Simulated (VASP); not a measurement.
## Ga: relaxation of cell and atoms with PBE

Crystal: Ga.

```
CELL_PARAMETERS angstrom
2.32239 -3.86862 0.00000
2.32239 3.86862 0.00000
0.00000 0.00000 4.54103
ATOMIC_POSITIONS crystal
Ga 0.84370 0.15630 0.08322
Ga 0.65630 0.34370 0.58322
Ga 0.15630 0.84370 0.91678
Ga 0.34370 0.65630 0.41678
```

```json
{"Program": "VASP 6.6.1", "Task": "relaxation of cell and atoms", "Functional": "PBE", "Potentials or basis": "VASP PAW PBE potentials, release 64 (Ga_d)", "Cutoff": "520 eV", "k mesh": "9 × 9 × 8", "Occupations": "gaussian, width 0.1 eV", "Spin": "no spin polarisation", "Further INCAR settings": "ALGO = Normal; EDIFF = 1e-07; IBRION = 2; POTIM = 0.3; EDIFFG = -0.005; NSW = 60; ISIF = 3"}
```

```yaml
Relaxed_volume: 20.39 Å³/atom
Relaxed_cell: a = 4.511 Å, b = 4.511 Å, c = 4.541 Å, α = 90.00°, β = 90.00°, γ = 118.03°
Space_group_after_relaxing_to_0.05_Å: Cmce (No. 64)
Energy_gained_by_relaxing: 0.0 meV/atom
Ionic_steps: 2
Pressure_after_relaxing: 0.0 GPa
Largest_force_after_relaxing: 0.004 eV/Å
Band_gap_on_the_k_mesh: none (metal or under the smearing width)
```

Forces on the atoms (eV/Å):
```
Ga   0.000  0.001  0.004
Ga   0.000 -0.001  0.004
Ga   0.000 -0.001 -0.004
Ga   0.000  0.001 -0.004
```

Final structure:
```yaml
crystal:
  lattice:
    - [2.32239, -3.86740, 0.00000]
    - [2.32239, 3.86740, 0.00000]
    - [0.00000, 0.00000, 4.54061]
  atoms:
    - { symbol: Ga, position: [0.84371, 0.15629, 0.08324] }
    - { symbol: Ga, position: [0.65629, 0.34371, 0.58324] }
    - { symbol: Ga, position: [0.15629, 0.84371, 0.91676] }
    - { symbol: Ga, position: [0.34371, 0.65629, 0.41676] }
```

Levels at points of the mesh, in eV from the Fermi level:
```
           k point  band 22  band 23  band 24  band 25  band 26  band 27  band 28  band 29  band 30  band 31
(0.00, 0.00, 0.00)    -4.02    -3.40    -2.02    -1.62    -0.51     0.94     1.02     1.13     4.87     5.40
(0.00, 0.00, 0.50)    -8.82    -0.44    -0.44     0.08     0.08     0.15     0.15     2.20     2.20     3.90
```

Wall time 2.5 min on 2 MPI ranks on Intel(R) Xeon(R) Platinum 8488C (Sapphire Rapids), with other jobs on the host, peak memory 0.35 GiB a rank.
